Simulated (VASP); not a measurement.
**VASP 6.6.1 run: HfO2**

INCAR

```
GGA = PE
LWAVE = .FALSE.
LREAL = .FALSE.
PREC = Accurate
ENCUT = 520
ALGO = Conjugate
NELM = 120
LASPH = .TRUE.
ISMEAR = -1
ISIF = 2
NSW = 0
IBRION = -1
NBANDS = 18
EDIFF = 1E-7
SIGMA = 0.02
LCHARG = .FALSE.
```

KPOINTS

```
KPOINTS created by Atomic Simulation Environment
0
Gamma
8 8 8
0 0 0
```

POSCAR

```
Hf O
 1.0000000000000000
     0.0762758250000000    2.5548744979000002    2.5548744979000002
     2.5548744979000002    0.0762758250000000    2.5548744979000002
     2.5548744979000002    2.5548744979000002    0.0762758250000000
 Hf  O
   1   2
Cartesian
 -0.0000000000000000 -0.0000000000000000 -0.0000000000000000
  1.2864181250828457  1.2864181250828457  1.2864181250828457
  3.8996066957171540  3.8996066957171540  3.8996066957171536
```

The recommended PBE PAW datasets give the neutral cell 22 valence electrons.

Command

```
mpirun -np 1 vasp_std
```

Q: Predict the outcome of this run.

A: It converged. Results: gap between bands v and c on the k mesh 3.87 eV; least direct gap on the k mesh 3.87 eV; pressure 6.6 GPa. Band v is the last that the valence electrons fill when counted band by band, and c is the next.

OSZICAR

```
N       E                     dE             d eps       ncg     rms           ort
DAV:   1     0.914395590471E+02    0.91440E+02   -0.13737E+04  1170   0.129E+03
DAV:   2    -0.319456894587E+02   -0.12339E+03   -0.11988E+03  1170   0.290E+02
DAV:   3    -0.359194673307E+02   -0.39738E+01   -0.39586E+01  1170   0.458E+01
DAV:   4    -0.359425171463E+02   -0.23050E-01   -0.23044E-01  1170   0.386E+00
DAV:   5    -0.359426563616E+02   -0.13922E-03   -0.13921E-03  1170   0.279E-01
SDA:   6    -0.202299045670E+02    0.15713E+02   -0.13921E-03  1170   0.401E+02   0.000E+00
CGA:   7    -0.291938789164E+02   -0.89640E+01   -0.90177E+01  1170   0.201E+01  -0.122E+01
CGA:   8    -0.300983786641E+02   -0.90450E+00   -0.93788E+00  1170   0.337E+00  -0.146E+00
CGA:   9    -0.301971679568E+02   -0.98789E-01   -0.98854E-01  1170   0.427E-01  -0.520E-03
CGA:  10    -0.302108612432E+02   -0.13693E-01   -0.13686E-01  1170   0.454E-02   0.942E-04
CGA:  11    -0.302125748661E+02   -0.17136E-02   -0.17111E-02  1170   0.603E-03   0.186E-04
CGA:  12    -0.302128012825E+02   -0.22642E-03   -0.22612E-03  1170   0.991E-04   0.265E-05
CGA:  13    -0.302128358040E+02   -0.34521E-04   -0.34246E-04  1170   0.125E-04   0.379E-05
CGA:  14    -0.302128409540E+02   -0.51500E-05   -0.50898E-05  1170   0.222E-05   0.524E-06
CGA:  15    -0.302128419405E+02   -0.98650E-06   -0.10354E-05  1170   0.555E-06  -0.310E-06
SDA:  16    -0.302128421806E+02   -0.24013E-06   -0.28349E-06  1170   0.159E-06  -0.151E-06
CGA:  17    -0.302128422355E+02   -0.54904E-07   -0.54850E-07  1170   0.242E-07   0.445E-08
   1 F= -.30212842E+02 E0= -.30212842E+02  d E =-.110001E-11
```

Standard output (part)

```
POSCAR found type information on POSCAR HfO
 POSCAR found :  2 types and       3 ions
 LDA part: xc-table for (Slater+PW92), standard interpolation
 POSCAR, INCAR and KPOINTS ok, starting setup
 WAVECAR not read
 entering main loop
 gam= 0.000 g(H,U,f)=  0.249E+02 0.152E+02 0.423E-12 ort(H,U,f) = 0.000E+00 0.000E+00 0.000E+00
 gam= 0.000 trial= 0.400  step=  0.4498 mean=  0.4000
 gam= 0.050 g(H,U,f)=  0.143E+01 0.573E+00 0.264E-11 ort(H,U,f) =-0.468E+01 0.346E+01 0.190E-10
 gam= 0.050 trial= 0.405  step=  0.9648 mean=  0.4050
 gam= 0.168 g(H,U,f)=  0.329E+00 0.832E-02 0.446E-15 ort(H,U,f) =-0.244E+00 0.980E-01 0.229E-14
 gam= 0.168 trial= 0.461  step=  0.6318 mean=  0.4610
 gam= 0.127 g(H,U,f)=  0.414E-01 0.134E-02 0.120E-14 ort(H,U,f) = 0.670E-02-0.722E-02 0.425E-13
 gam= 0.127 trial= 0.478  step=  0.6420 mean=  0.4781
 gam= 0.106 g(H,U,f)=  0.433E-02 0.205E-03 0.254E-15 ort(H,U,f) =-0.107E-03 0.202E-03-0.340E-14
 gam= 0.106 trial= 0.494  step=  0.7526 mean=  0.4944
 gam= 0.133 g(H,U,f)=  0.575E-03 0.279E-04 0.853E-16 ort(H,U,f) =-0.311E-04 0.497E-04 0.615E-16
 gam= 0.133 trial= 0.520  step=  0.7475 mean=  0.5203
 gam= 0.164 g(H,U,f)=  0.928E-04 0.633E-05 0.851E-16 ort(H,U,f) =-0.109E-04 0.136E-04-0.119E-15
 gam= 0.164 trial= 0.543  step=  0.6880 mean=  0.5430
 gam= 0.126 g(H,U,f)=  0.107E-04 0.178E-05 0.429E-17 ort(H,U,f) = 0.880E-06 0.291E-05-0.178E-16
 gam= 0.126 trial= 0.557  step=  0.7871 mean=  0.5575
...
```

For comparison, a separate PBE run of the intended cell, on usual settings and not on those above, gives a gap of 3.87 eV on its mesh and a pressure of 6.6 GPa.
